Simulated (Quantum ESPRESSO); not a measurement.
A calculation with Quantum ESPRESSO 7.5 of Se (native input, structure typed inline):

Contents of pw.in:

```
&CONTROL
  calculation = 'scf'
  prefix = 'pwscf'
  outdir = './tmp'
  pseudo_dir = './pseudo'
  tprnfor = .true.
  tstress = .true.
  disk_io = 'low'
/
&SYSTEM
  ibrav = 0
  nat = 1
  ntyp = 1
  ecutwfc = 55
  ecutrho = 440
  nbnd = 8
  occupations = 'smearing'
  smearing = 'fd'
  degauss = 0.00367493
/
&ELECTRONS
  conv_thr = 2d-10
  electron_maxstep = 120
  mixing_beta = 0.5
/
ATOMIC_SPECIES
Se    78.9710 Se_pbe_v1.uspp.F.UPF
CELL_PARAMETERS angstrom
   2.8105630200    0.0000000000    0.0000000000
   0.0000000000    2.8105630200    0.0000000000
   0.0000000000    0.0000000000    2.8105630200
ATOMIC_POSITIONS crystal
Se     0.0000000000    0.0000000000    0.0000000000
K_POINTS automatic
9 9 9 0 0 0
```

Contents of pp_density.in:

```
&INPUTPP
  prefix = 'pwscf'
  outdir = './tmp'
  filplot = 'density.dat'
  plot_num = 0
/
&PLOT
  nfile = 1
  filepp(1) = 'density.dat'
  iflag = 3
  output_format = 6
  fileout = 'density.cube'
/
```

pp_potential.in

```
&INPUTPP
  prefix = 'pwscf'
  outdir = './tmp'
  filplot = 'potential.dat'
  plot_num = 11
/
&PLOT
  nfile = 1
  filepp(1) = 'potential.dat'
  iflag = 3
  output_format = 6
  fileout = 'potential.cube'
/
```

Potentials or basis: SSSP 1.3 efficiency PBE.

The run is started by

```sh
$ OMP_NUM_THREADS=1 pw.x -in pw.in > pw.out
$ OMP_NUM_THREADS=1 pp.x -in pp_density.in > pp_density.out
$ OMP_NUM_THREADS=1 pp.x -in pp_potential.in > pp_potential.out
```

This isn't the form of Se at room conditions, which is trigonal, of chains.

Q: Write the same calculation in another form: ASE script, Cartesian positions.

A: As run:

Contents of run.py:

```python
import numpy as np
from ase.calculators.espresso import Espresso, EspressoProfile
from ase.io import read

atoms = read('Se.xyz')

input_data = {
    'control': {'calculation': 'scf', 'prefix': 'pwscf', 'outdir': './tmp', 'tprnfor': True, 'tstress': True, 'disk_io': 'nowf'},
    'system': {'ecutwfc': 55.0, 'ecutrho': 440.0, 'nbnd': 8, 'occupations': 'smearing', 'smearing': 'fd', 'degauss': 0.00367493},
    'electrons': {'conv_thr': 2e-10, 'electron_maxstep': 120, 'mixing_beta': 0.5},
}
pseudopotentials = {'Se': 'Se_pbe_v1.uspp.F.UPF'}
profile = EspressoProfile(command='pw.x', pseudo_dir='pseudo')
dft = Espresso(profile=profile, input_data=input_data, pseudopotentials=pseudopotentials, kpts=(9, 9, 9), koffset=(0, 0, 0))
atoms.calc = dft

print(f'energy {atoms.get_potential_energy():.8f} eV')
print('forces (eV/A)')
print(np.round(atoms.get_forces(), 6))
print('stress (eV/A^3, Voigt)')
print(np.round(atoms.get_stress(), 8))
print(f'Fermi level {dft.get_fermi_level():.4f} eV')
```

Se.xyz

```xyz
1
Lattice="2.8105630200 0.0000000000 0.0000000000 0.0000000000 2.8105630200 0.0000000000 0.0000000000 0.0000000000 2.8105630200" Properties=species:S:1:pos:R:3 pbc="T T T"
Se     0.0000000000      0.0000000000      0.0000000000
```

Potentials or basis: SSSP 1.3 efficiency PBE.

Command:

```sh
$ OMP_NUM_THREADS=1 python run.py
```

Both were run:

|  | native input, structure typed inline | ASE script, Cartesian positions |
| --- | --- | --- |
| Pressure | 1.9 GPa | 1.9 GPa |
| Band gap on the k mesh | none (metal or under the smearing width) | none (metal or under the smearing width) |

Keys that steer only the numerical path or the files written may differ.
